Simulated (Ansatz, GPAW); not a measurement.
This is a calculation of Ru (Ruthenium) for Ansatz 0.2.0. Atoms were shifted at random by some hundredths of an Å from the given cell, which wasn't relaxed again for these runs. 

The input input.yaml:

```yaml
crystal:
  lattice:
    - [2.7058, 0.0, 0.0]
    - [-1.3529, 2.3432915376, 0.0]
    - [0.0, 0.0, 4.2819]
  atoms:
    - { symbol: Ru, position: [0.672362, 0.343846, 0.745184] }
    - { symbol: Ru, position: [0.321574, 0.680431, 0.243667] }
hamiltonian:
  xc: pbesol
  pseudopotentials: { kind: paw }
kpoints:
  mp_grid: { grid: [11, 11, 6] }
scf:
  occupations: { method: fermi_dirac, width: 0.05 }
output:
  forces: true
  stress: true
  eigenvalues: true
  write_density: true
  write_potential: true
  elf: true
  volumetric_format: npy
```

Potentials or basis: Ansatz PAW.

The run is started by

```bash
$ ansatz run input.yaml --threads 1 --pin off --max-ram 3584MiB --backend cpu --events-out ev --progress --plain --runs-dir out
```

**Question.** What does the same run look like in GPAW 26.7.0 (ASE script)? Potentials or basis there: PAW data sets generated for this functional, cutoff 600 eV.

**Answer.** As run (cutoffs and basis follow the program's own potentials, and thresholds, step limits or extra output files can differ):

run.py

```python
from ase import Atoms
from ase.dft.bandgap import bandgap
from ase.io import write
from ase.units import GPa
from gpaw import GPAW, PW, setup_paths

setup_paths.insert(0, '.')

atoms = Atoms(['Ru', 'Ru'],
              cell=[[2.7058, 0.0, 0.0],
                    [-1.3529, 2.3432915376, 0.0],
                    [0.0, 0.0, 4.2819]],
              scaled_positions=[[0.672362, 0.343846, 0.745184],
                                [0.321574, 0.680431, 0.243667]],
              pbc=True)

calc = GPAW(mode=PW(600),
            xc='PBEsol',
            kpts={'size': (11, 11, 6), 'gamma': True},
            occupations={'name': 'fermi-dirac', 'width': 0.05},
            nbands=29,
            convergence={'density': 1e-05, 'energy': 1e-05},
            maxiter=150,
            txt='gpaw.txt')
atoms.calc = calc
energy = atoms.get_potential_energy()
forces = atoms.get_forces()
stress = atoms.get_stress()
calc.write('gs.gpw')
write('result.traj', atoms)
print(f'Energy: {energy:.6f} eV')
print('Forces (eV/A):')
print(forces.round(4))
print('Stress (GPa):', (stress / GPa).round(3))
print('Fermi level:', round(calc.get_fermi_level(), 4), 'eV')
print(f'Gap: {bandgap(calc)[0]:.4f} eV, direct: {bandgap(calc, direct=True)[0]:.4f} eV')
```

Potentials or basis: PAW data sets generated in the run's folder for this functional, pw.

Command:

```sh
$ gpaw-setup -f PBEsol Ru
$ OMP_NUM_THREADS=1 python run.py
```

Both were run:

|  | Ansatz | GPAW |
| --- | --- | --- |
| Pressure | -6.1 GPa | -6.8 GPa |
| Largest force | 0.346 eV/Å | 0.342 eV/Å |
| Energy over the undisturbed cell | 4.6 meV/atom | 4.6 meV/atom |

Ansatz's pressure holds a Pulay term of +0.04 GPa for its cutoff of 420 eV, which the other run lacks.

Ansatz's potentials were made for PBE.

Where Ansatz's input types no cutoff or centring, it takes its own default and a Γ-centred mesh.

Pressure is positive in compression.
